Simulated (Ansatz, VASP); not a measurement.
**One calculation of Nb, two programs**

The input INCAR:

```
PREC = Accurate
ENCUT = 520
EDIFF = 1E-7
ISMEAR = 0
SIGMA = 0.15
LREAL = F
LASPH = T
NELM = 80
ALGO = Fast
ISIF = 2
LWAVE = F
LCHARG = T
GGA = PE
LELF = T
LVHAR = T
NBANDS = 12
```

The input KPOINTS:

```
regular mesh
0
Gamma
  20 20 20
```

Contents of POSCAR:

```
Nb
1.0
   -1.6639500000      1.6639500000      1.6639500000
    1.6639500000     -1.6639500000      1.6639500000
    1.6639500000      1.6639500000     -1.6639500000
Nb
1
Direct
    0.0000000000      0.0000000000      0.0000000000
```

Input for Ansatz:

```yaml
crystal:
  lattice:
    - [-1.66395, 1.66395, 1.66395]
    - [1.66395, -1.66395, 1.66395]
    - [1.66395, 1.66395, -1.66395]
  atoms:
    - { symbol: Nb, position: [0.0, 0.0, 0.0] }
basis:
  ecutwfc: 420
kpoints:
  mp_grid: { grid: [20, 20, 20] }
hamiltonian:
  xc: pbe
scf:
  occupations: { method: gaussian, width: 0.15 }
output:
  forces: true
  stress: true
  eigenvalues: true
```

Alike in both runs: task single point; functional PBE; k mesh 20 × 20 × 20; occupations gaussian, width 0.15 eV; no spin polarisation.

|  | VASP | Ansatz |
| --- | --- | --- |
| version | VASP 6.6.1 | Ansatz 0.2.0 |
| potentials or method | VASP PAW PBE potentials, release 64 (Nb_sv) | scalar-relativistic, plane waves, PAW |
| plane-wave cutoff (eV) | 520 | 420 |
| valence electrons in the cell | 13 | 13 |

Ansatz gave:

```
gap on the k mesh at the Fermi level (eV) : none
pressure (GPa)                            : -2.7
```

Question: Estimate VASP's values.

Answer: gap on the k mesh at the Fermi level (eV): none; pressure (GPa): -3.0.

A gap of «none» marks a metal or a gap that the smearing closes.
